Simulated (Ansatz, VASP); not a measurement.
# Two plane-wave programs on SrTiO3 (Tausonite)

```
CELL_PARAMETERS angstrom
3.90685 0.00000 0.00000
0.00000 3.90685 0.00000
0.00000 0.00000 3.90685
ATOMIC_POSITIONS crystal
Sr 0.50000 0.50000 0.50000
Ti 0.00000 0.00000 0.00000
O 0.50000 0.00000 0.00000
O 0.00000 0.50000 0.00000
O 0.00000 0.00000 0.50000
```

Alike in both runs: task single point; functional PBE; k mesh 6 × 6 × 6; no spin polarisation.

|  | VASP | Ansatz |
| --- | --- | --- |
| version | VASP 6.6.1 | Ansatz 0.2.0 |
| potentials or method | VASP PAW PBE potentials, release 64 (Sr_sv, Ti_sv, O) | plane waves, PAW |
| plane-wave cutoff (eV) | 520 | 420 |
| occupations | gaussian, width 0.01 eV | fixed |
| valence electrons in the cell | 40 | 40 |

```tsv
	VASP	Ansatz	Ansatz less VASP
gap on the k mesh at the Fermi level (eV)	1.85	1.88	+0.031
pressure (GPa)	4.7	4.1	-0.65
```

A k mesh can miss the band edges.
